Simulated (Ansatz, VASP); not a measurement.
# Na in VASP and in Ansatz

```
Na
1.0
    -2.02872    2.02872    2.02872
     2.02872   -2.02872    2.02872
     2.02872    2.02872   -2.02872
Na
1
Direct
  0.00000 0.00000 0.00000
```

Alike in both runs: task single point; functional LDA; k mesh 11 × 11 × 11; occupations gaussian, width 0.2 eV; no spin polarisation.

|  | VASP | Ansatz |
| --- | --- | --- |
| version | VASP 6.6.1 | Ansatz 0.2.0 |
| potentials or method | VASP PAW LDA potentials, release 64 (Na_pv) | plane waves (420 eV) with PAW, scalar-relativistic |
| plane-wave cutoff (eV) | 520 | 420 |
| valence electrons in the cell | 7 | 9 |

|  | VASP | Ansatz | Ansatz less VASP |
| --- | --- | --- | --- |
| pressure (GPa) | 0.0 | 0.0 | +0.01 |

The two sets of potentials don't hold the same shells in valence. Ansatz warned: «pseudo_functional_mismatch».
